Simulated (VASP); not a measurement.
# HfB2 (P6/mmm) in VASP: further runs

One crystal, HfB2, is run at these levels: PBEsol; tasks: single point.

All numbers are computed with VASP 6.6.1; they aren't measurements. Logs are shortened: lines on timing, memory, paths and dates and some standing lists are left out, and cuts for length are marked.

### Step 1. The crystal as given

The structure is hexagonal, space group P6/mmm (No. 191). The conventional cell has a = 3.140 Å, b = 3.140 Å, c = 3.480 Å, α = 90.00°, β = 90.00°, γ = 120.00°. Hf (site symmetry 6/mmm) is surrounded by 12 B at 2.51 Å. B (site symmetry -6m2) has 3 B at 1.81 Å as nearest neighbours.

### Step 2. Single point, PBEsol

The input, INCAR:

```
SYSTEM = HfB2
  PREC = Accurate
  ENCUT = 460
  EDIFF = 0.001
  ISMEAR = 1
  SIGMA = 0.15
  LREAL = .FALSE.
  LASPH = .TRUE.
  NELM = 100
  ALGO = Normal
  ISIF = 2
  LWAVE = .FALSE.
  LCHARG = .FALSE.
  GGA = PS
  NBANDS = 12
  ADDGRID = .FALSE.
```

The input, KPOINTS:

```
Automatic mesh
0
G
  11 11 8
  0 0 0
```

The input, POSCAR:

```
HfB2
1.0
    3.1400000000      0.0000000000      0.0000000000
   -1.5700000000      2.7193197679      0.0000000000
    0.0000000000      0.0000000000      3.4800000000
Hf B
1 2
Direct
   -0.0142630000      0.0046330000     -0.0059370000
    0.6696320000      0.3380360000      0.4871880000
    0.3055440000      0.6904850000      0.5067950000
```

Potentials or basis: VASP PAW PBE potentials, release 64 (Hf, B).

Launch:

```sh
$ cat potpaw_PBE.64/Hf/POTCAR potpaw_PBE.64/B/POTCAR > POTCAR
$ mpirun -np 1 vasp_std > vasp.out
```

OUTCAR:

```text
SYSTEM = HfB2
   PREC = Accurate
   ENCUT = 460
   EDIFF = 0.001
   ISMEAR = 1
   LREAL = .FALSE.
   LASPH = .TRUE.
   NELM = 100
   ISIF = 2
   GGA = PS

 Found    485 irreducible k-points:

 Following reciprocal coordinates:
            Coordinates               Weight
  0.000000  0.000000  0.000000      1.000000
  0.090909  0.000000  0.000000      2.000000
  0.000000  0.090909  0.000000      2.000000
 -0.090909  0.090909  0.000000      2.000000
  0.181818  0.000000  0.000000      2.000000
  0.000000  0.181818  0.000000      2.000000
   k-points           NKPTS =    485   k-points in BZ     NKDIM =    485   number of bands    NBANDS=     12
   number of dos      NEDOS =    301   number of ions     NIONS =      3
   total plane-waves  NPLWV =  13824
   dimension x,y,z NGX =    24 NGY =   24 NGZ =   24
   dimension x,y,z NGXF=    48 NGYF=   48 NGZF=   48
   ions per type =               1   2
   NGX,Y,Z   is equivalent  to a cutoff of  12.71, 12.71, 11.47 a.u.
   NGXF,Y,Z  is equivalent  to a cutoff of  25.41, 25.41, 22.93 a.u.
 SYSTEM =  HfB2
   PREC   = accura    normal or accurate (medium, high low for compatibility)
   ISTART =      0    job   : 0-new  1-cont  2-samecut
   ICHARG =      2    charge: 1-file 2-atom 10-const
   ISPIN  =      1    spin polarized calculation?
   LNONCOLLINEAR =      F non collinear calculations
   LSORBIT =      F    spin-orbit coupling
   LASPH  =      T    aspherical Exc in radial PAW
   ENCUT  =  460.0 eV  33.81 Ry    5.81 a.u.   5.49  5.49  6.09*2*pi/ulx,y,z
   NELM   =    100;   NELMIN=  2; NELMDL= -5     # of ELM steps
   EDIFF  = 0.1E-02   stopping-criterion for ELM
   LREAL  =      F    real-space projection
   EDIFFG = 0.1E-01   stopping-criterion for IOM
   NSW    =      0    number of steps for IOM
   IBRION =     -1    ionic relax: 0-MD 1-quasi-New 2-CG
   NFREE  =      0    steps in history (QN), initial steepest desc. (CG)
   ISIF   =      2    stress and relaxation
   ISYM   =      2    0-nonsym 1-usesym 2-fastsym
   POTIM  = 0.5000    time-step for ionic-motion
   TEBEG  =    0.0;   TEEND  =   0.0 temperature during run
   PSTRESS=    0.0 pullay stress
   NELECT =      10.0000    total number of electrons
   NUPDOWN=      -1.0000    fix difference up-down
   EMIN   =  10.00;   EMAX   =-10.00  energy-range for DOS
   EFERMI =   0.00;   METHOD = LEGACY
   ISMEAR =     1;   SIGMA  =   0.15  broadening in eV -4-tet -1-fermi 0-gaus
   EFERMI_NEDOS =   21; number of points for ismear=-14 and -15
   IALGO  =     38    algorithm
   IMIX   =      4    mixing-type and parameters
     AMIX     =   0.40;   BMIX     =  1.00
     AMIX_MAG =   1.60;   BMIX_MAG =  1.00
  volume/ion in A,a.u.               =       9.90        66.84
  Fermi-wavevector in a.u.,A,eV,Ry     =   1.138724  2.151876 17.642568  1.296692
  Thomas-Fermi vector in A             =   2.275428
   LORBIT       =      0    0 simple, 1 ext, 2 COOP (PROOUT), +10 PAW based schemes
   GGA     = PS    functional components
   LHFCALC =     F    Hartree Fock is set to
   AEXX    =    0.0000 exact exchange contribution
   IVDW    =     0    specifies the selected vdW correction
   LEPSILON=     F    determine dielectric tensor
   LRPA    =     F    only Hartree local field effects (RPA)
 non-spin polarized calculation
 Methfessel and Paxton  Order N= 1 SIGMA  =   0.15
  energy-cutoff  :      460.00
  volume of cell :       29.71
 maximum number of plane-waves:       690
 NGX is ok and might be reduce to    24
   NGX = 11   NGY = 11   NGZ = 13

 number of electron      10.0000000 magnetization

 Free energy of the ion-electron system (eV)
  ---------------------------------------------------
  ext. energy  EPLUGINS =         0.00000000
  ---------------------------------------------------
  free energy    TOTEN  =       -27.79851900 eV

  energy without entropy =      -27.79866098  energy(sigma->0) =      -27.79856633

 E-fermi :   7.7152     XC(G=0): -12.4522

 val. band max:        7.6748306676   @ k =  -0.1818  -0.1818   0.1250
 cond. band min:       7.7191709050   @ k =  -0.0909   0.0909   0.3750
 fundamental gap:      0.0443402374
 Fermi energy:         7.7151794064

 k-point     1 :       0.0000    0.0000    0.0000
  band No.  band energies     occupation
      1      -5.9038      2.00000
      2       4.3739      2.00000
      3       4.7264      2.00000
      4       5.0446      2.00000
      5       5.5466      2.00000
      6      11.5567      0.00000
      7      11.7193      0.00000
      8      11.9408      0.00000
      9      12.1308      0.00000
     10      12.8338      0.00000
     11      13.1106      0.00000
     12      13.9715      0.00000

 k-point     2 :       0.0909    0.0000    0.0000
  band No.  band energies     occupation
      1      -5.7361      2.00000
      2       3.9909      2.00000
      3       4.8496      2.00000
      4       4.9578      2.00000
      5       5.4642      2.00000
      6      10.8965      0.00000
      7      11.5766      0.00000
      8      11.8425      0.00000
      9      12.0547      0.00000
     10      13.1522      0.00000
     11      13.7437      0.00000
     12      14.5464      0.00000

 k-point     3 :       0.0000    0.0909    0.0000
  band No.  band energies     occupation
      1      -5.7350      2.00000
      2       4.0259      2.00000
      3       4.8378      2.00000
      4       4.9453      2.00000
      5       5.4315      2.00000
      6      10.8568      0.00000
      7      11.5923      0.00000
      8      11.9609      0.00000
      9      12.0766      0.00000
     10      13.0429      0.00000
     11      13.6800      0.00000
     12      14.6784      0.00000

 k-point     4 :      -0.0909    0.0909    0.0000
  band No.  band energies     occupation
      1      -5.7298      2.00000
      2       4.3701      2.00000
      3       4.7943      2.00000
      4       4.8970      2.00000
      5       5.0258      2.00000
      6      10.9136      0.00000
      7      11.8021      0.00000
      8      11.8592      0.00000
      9      12.0186      0.00000
     10      13.0738      0.00000
     11      13.9097      0.00000
     12      14.7829      0.00000

 k-point     5 :       0.1818    0.0000    0.0000
  band No.  band energies     occupation
      1      -5.2503      2.00000
      2       2.9880      2.00000
      3       4.5920      2.00000
      4       5.1749      2.00000
      5       5.4280      2.00000
      6      10.1178     -0.00000
      7      11.2403      0.00000
      8      11.4178      0.00000
      9      11.9012      0.00000
     10      13.6044      0.00000
     11      15.0609      0.00000
     12      15.3513      0.00000

 k-point     6 :       0.0000    0.1818    0.0000
  band No.  band energies     occupation
      1      -5.2459      2.00000
      2       3.0360      2.00000
      3       4.5604      2.00000
      4       5.1218      2.00000
      5       5.4012      2.00000
      6      10.0619     -0.00000
      7      11.2792      0.00000
      8      11.5097      0.00000
      9      11.9913      0.00000
     10      13.5379      0.00000
     11      15.0051      0.00000
     12      15.3438      0.00000

 [... further k-points ...]

------------------------ aborting loop because EDIFF is reached ----------------------------------------

  FORCE on cell =-STRESS in cart. coord.  units (eV):
  Direction    XX          YY          ZZ          XY          YZ          ZX
  --------------------------------------------------------------------------------------
  -------------------------------------------------------------------------------------
  Total       -0.1112671     -0.4721240     -0.7828616     -0.2472557      0.0413043     -0.0641826
  in kB       -5.9994035    -25.4564282    -42.2110738    -13.3317673      2.2270827     -3.4606585
  external PRESSURE =     -24.5556352 kB  Pullay stress =       0.0000000 kB

 VOLUME and BASIS-vectors are now :
 -----------------------------------------------------------------------------
  energy-cutoff  :      460.00
  volume of cell :       29.71
      direct lattice vectors                 reciprocal lattice vectors
     3.140000000  0.000000000  0.000000000     0.318471338  0.183869512  0.000000000
    -1.570000000  2.719319768  0.000000000     0.000000000  0.367739025  0.000000000
     0.000000000  0.000000000  3.480000000     0.000000000  0.000000000  0.287356322

 POSITION                                       TOTAL-FORCE (eV/Angst)
 -----------------------------------------------------------------------------------
      3.08794      0.01260      3.45934        -0.167217      0.369038      0.164639
      1.57193      0.91923      1.69541        -1.407422      0.298204      0.312516
     -0.12465      1.87765      1.76365         1.574638     -0.667242     -0.477155
 -----------------------------------------------------------------------------------
    total drift:                                0.000067      0.000120     -0.000131

  FREE ENERGIE OF THE ION-ELECTRON SYSTEM (eV)
  ---------------------------------------------------
  free  energy   TOTEN  =       -27.7985189973 eV

  energy  without entropy=      -27.7986609841  energy(sigma->0) =      -27.79856633
```

Wall time 31 s (1 thread of Intel Xeon Platinum 8559C (Emerald Rapids), shared host); peak memory 0.27 GiB.

These settings aren't checked as converged: the numbers below hold their error.

Results:

```yaml
Free_energy: -27.7985 eV
Pressure: -2.5 GPa
Largest_force: 1.775 eV/Å
Band_gap_on_the_k_mesh: none (metal or under the smearing width)
```

Caveat: the PAW data sets were made with another functional, which shifts forces and pressure a little.

### Step 3. Single point, PBEsol

Edit INCAR of step 2 so:

```diff
@@ -3,3 +3,3 @@
   ENCUT = 460
-  EDIFF = 0.001
+  EDIFF = 1E-4
   ISMEAR = 1
```

KPOINTS is that of step 2.

The input, POSCAR:

```
HfB2
1.0
    3.1400000000      0.0000000000      0.0000000000
   -1.5700000000      2.7193197679      0.0000000000
    0.0000000000      0.0000000000      3.4800000000
Hf B
1 2
Direct
    0.0000000000      0.0000000000      0.0000000000
    0.6666666667      0.3333333333      0.5000000000
    0.3333333333      0.6666666667      0.5000000000
```

Potentials or basis: VASP PAW PBE potentials, release 64 (Hf, B).

Launch:

```sh
$ cat potpaw_PBE.64/Hf/POTCAR potpaw_PBE.64/B/POTCAR > POTCAR
$ mpirun -np 1 vasp_std > vasp.out
```

Run time: 7.2 s. Hardware: 1 thread of Intel Xeon Platinum 8559C (Emerald Rapids), shared host; peak memory 0.15 GiB.

These settings aren't checked as converged: the numbers below hold their error.

What came out:

```yaml
Free_energy: -27.9311 eV
Pressure: -4.1 GPa
Band_gap_on_the_k_mesh: none (metal or under the smearing width)
```

Caveat: the PAW data sets were made with another functional, which shifts forces and pressure a little.

(Continued in part 2 of 2.)
